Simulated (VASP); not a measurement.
Cu2O in VASP 6.6.1, single-point calculation

INCAR

```
ISMEAR = -1
LCHARG = .FALSE.
LWAVE = .FALSE.
NELM = 120
PREC = Accurate
NBANDS = 30
EDIFF = 1E-7
LREAL = .FALSE.
IBRION = -1
SIGMA = 0.02
LASPH = .TRUE.
NSW = 0
METAGGA = MS2
ENCUT = 520
ISIF = 2
```

KPOINTS

```
KPOINTS created by Atomic Simulation Environment
0
Gamma
6 6 6
0 0 0
```

POSCAR

```
Cu O
 1.0000000000000000
     4.1611586921999999    0.0000000000000000    0.0000000000000000
     0.0000000000000000    4.1611586921999999    0.0000000000000000
     0.0000000000000000    0.0000000000000000    4.1611586921999999
 Cu  O
   4   2
Cartesian
  1.0402896730500000  1.0402896730500000  3.1208690191499997
  3.1208690191499997  1.0402896730500000  1.0402896730500000
  1.0402896730500000  3.1208690191499997  1.0402896730500000
  3.1208690191499997  3.1208690191499997  3.1208690191499997
  2.0805793460999999  2.0805793460999999  2.0805793460999999
  0.0000000000000000  0.0000000000000000  0.0000000000000000
```

The recommended PBE PAW datasets give the neutral cell 56 valence electrons.

Command

```
mpirun -np 1 vasp_std
```

OSZICAR

```
N       E                     dE             d eps       ncg     rms          rms(c)
DAV:   1     0.477845154036E+03    0.47785E+03   -0.23686E+04  1200   0.274E+03
DAV:   2     0.123773205473E+02   -0.46547E+03   -0.46194E+03  1208   0.504E+02
DAV:   3    -0.763262764057E+02   -0.88704E+02   -0.87319E+02  1898   0.242E+02
DAV:   4    -0.840086789816E+02   -0.76824E+01   -0.76372E+01  1914   0.844E+01
DAV:   5    -0.842122862894E+02   -0.20361E+00   -0.20319E+00  1900   0.157E+01    0.286E+01
DAV:   6    -0.518744332969E+02    0.32338E+02   -0.37984E+02  1578   0.326E+02    0.234E+01
DAV:   7    -0.387765340867E+02    0.13098E+02   -0.48882E+01  1586   0.171E+02    0.806E+00
DAV:   8    -0.384737002335E+02    0.30283E+00   -0.14938E+01  1822   0.560E+01    0.188E+00
DAV:   9    -0.386685655010E+02   -0.19487E+00   -0.18482E+00  1776   0.194E+01    0.338E+00
DAV:  10    -0.384975080085E+02    0.17106E+00   -0.17902E+00  1828   0.258E+01    0.875E-01
DAV:  11    -0.385010783387E+02   -0.35703E-02   -0.12721E-01  1788   0.547E+00    0.705E-01
DAV:  12    -0.384935316511E+02    0.75467E-02   -0.26849E-02  1954   0.260E+00    0.260E-01
DAV:  13    -0.384935029499E+02    0.28701E-04   -0.39560E-03  1812   0.671E-01    0.155E-01
DAV:  14    -0.384933245783E+02    0.17837E-03   -0.13331E-03  1914   0.671E-01    0.501E-02
DAV:  15    -0.384932788682E+02    0.45710E-04   -0.29464E-04  1918   0.238E-01    0.782E-03
DAV:  16    -0.384933053227E+02   -0.26454E-04   -0.17662E-05  1814   0.490E-02    0.234E-03
DAV:  17    -0.384933240953E+02   -0.18773E-04   -0.17215E-06  1522   0.187E-02    0.162E-03
DAV:  18    -0.384933298664E+02   -0.57711E-05   -0.27119E-07   890   0.121E-02    0.699E-04
DAV:  19    -0.384933285047E+02    0.13617E-05   -0.20624E-07   854   0.352E-03    0.445E-04
DAV:  20    -0.384933291255E+02   -0.62077E-06   -0.26065E-08   648   0.250E-03    0.386E-04
DAV:  21    -0.384933292362E+02   -0.11077E-06   -0.64209E-09   642   0.104E-03    0.255E-04
DAV:  22    -0.384933292148E+02    0.21419E-07   -0.75437E-09   636   0.830E-04
   1 F= -.38493329E+02 E0= -.38493329E+02  d E =-.242458E-10
```

From OUTCAR

```
k-points           NKPTS =     20   k-points in BZ     NKDIM =     20   number of bands    NBANDS=     30

   NELECT =      56.0000    total number of electrons

   dimension x,y,z NGX =    32 NGY =   32 NGZ =   32
   dimension x,y,z NGXF=    64 NGYF=   64 NGZF=   64

  energy-cutoff  :      520.00
  volume of cell :       72.05
      direct lattice vectors                 reciprocal lattice vectors
     4.161158692  0.000000000  0.000000000     0.240317679  0.000000000  0.000000000
     0.000000000  4.161158692  0.000000000     0.000000000  0.240317679  0.000000000
     0.000000000  0.000000000  4.161158692     0.000000000  0.000000000  0.240317679

 k-points in reciprocal lattice and weights: KPOINTS created by Atomic Simulation Env
   0.00000000  0.00000000  0.00000000       0.005
   0.16666667  0.00000000  0.00000000       0.028
   0.33333333  0.00000000  0.00000000       0.028
   0.50000000  0.00000000  0.00000000       0.014
   0.16666667  0.16666667  0.00000000       0.056
   0.33333333  0.16666667  0.00000000       0.111
   0.50000000  0.16666667  0.00000000       0.056
   0.33333333  0.33333333  0.00000000       0.056
   ...

 E-fermi :   5.8659

 k-point     1 :       0.0000    0.0000    0.0000
  band No.  band energies     occupation
      1     -16.6234      2.00000
      2     -15.8322      2.00000
      3      -2.5870      2.00000
      4      -2.5870      2.00000
      5      -2.5870      2.00000
      6       0.0323      2.00000
      7       0.0386      2.00000
      8       0.0386      2.00000
      9       0.0386      2.00000
     10       1.8971      2.00000
     11       1.8971      2.00000
     12       2.1733      2.00000
     13       2.1734      2.00000
     14       2.1734      2.00000
     15       3.0254      2.00000
     16       3.0255      2.00000
     17       3.1459      2.00000
     18       3.1459      2.00000
     19       3.1459      2.00000
     20       3.1982      2.00000
     21       3.1982      2.00000
     22       3.1983      2.00000
     23       3.6759      2.00000
     24       3.6759      2.00000
     25       3.6759      2.00000
     26       5.4017      2.00000
     27       5.4017      2.00000
     28       5.4017      2.00000
     29       6.2438      0.00000
     30       6.3677      0.00000

 k-point     2 :       0.1667    0.0000    0.0000
  band No.  band energies     occupation
      1     -16.5700      2.00000
      2     -15.8843      2.00000
      3      -2.5131      2.00000
      4      -2.4732      2.00000
      5      -2.4732      2.00000
      6      -0.6027      2.00000
      7      -0.2511      2.00000
      8      -0.2511      2.00000
      9       0.5259      2.00000
     10       1.9494      2.00000
     11       2.0947      2.00000
     12       2.1841      2.00000
     13       2.3848      2.00000
     14       2.3849      2.00000
     15       3.0022      2.00000
     16       3.0477      2.00000
     17       3.0488      2.00000
     18       3.1395      2.00000
     19       3.1550      2.00000
     20       3.1551      2.00000
     21       3.3004      2.00000
     22       3.3005      2.00000
     23       3.5133      2.00000
     24       3.6366      2.00000
     25       3.6366      2.00000
     26       4.3292      2.00000
     27       5.3349      2.00000
     28       5.3349      2.00000
     29       6.4824      0.00000
     30       6.8474      0.00000

 ...

  Total        4.4073773      4.4073773      4.4073773      0.0000000      0.0000000      0.0000000
  in kB       98.0049413     98.0049413     98.0049413      0.0000000      0.0000000      0.0000000
  external PRESSURE =      98.0049413 kB  Pullay stress =       0.0000000 kB

 POSITION                                       TOTAL-FORCE (eV/Angst)
 -----------------------------------------------------------------------------------
      1.04029      1.04029      3.12087         0.000000     -0.000000      0.000000
      3.12087      1.04029      1.04029         0.000000     -0.000000      0.000000
      1.04029      3.12087      1.04029         0.000000      0.000000     -0.000000
      3.12087      3.12087      3.12087        -0.000000      0.000000     -0.000000
      2.08058      2.08058      2.08058        -0.000000      0.000000     -0.000000
      0.00000      0.00000      0.00000        -0.000000      0.000000     -0.000000
 -----------------------------------------------------------------------------------
    total drift:                               -0.000000      0.000000     -0.000000

  FREE ENERGIE OF THE ION-ELECTRON SYSTEM (eV)
  ---------------------------------------------------
  free  energy   TOTEN  =       -38.4933292148 eV

  energy  without entropy=      -38.4933292148  energy(sigma->0) =      -38.49332921
```

It converged. Results: gap between bands v and c on the k mesh 0.84 eV; least direct gap on the k mesh 0.84 eV; pressure 9.8 GPa. Band v is the last that the valence electrons fill when counted band by band, and c is the next.

For comparison, a separate PBE run of the intended cell, on usual settings and not on those above, gives a gap of 0.71 eV on its mesh and a pressure of 14.8 GPa.

The run above took about 2.6 min on one core of a shared host (Intel Xeon Platinum 8488C) and held 0.2 GiB at most.
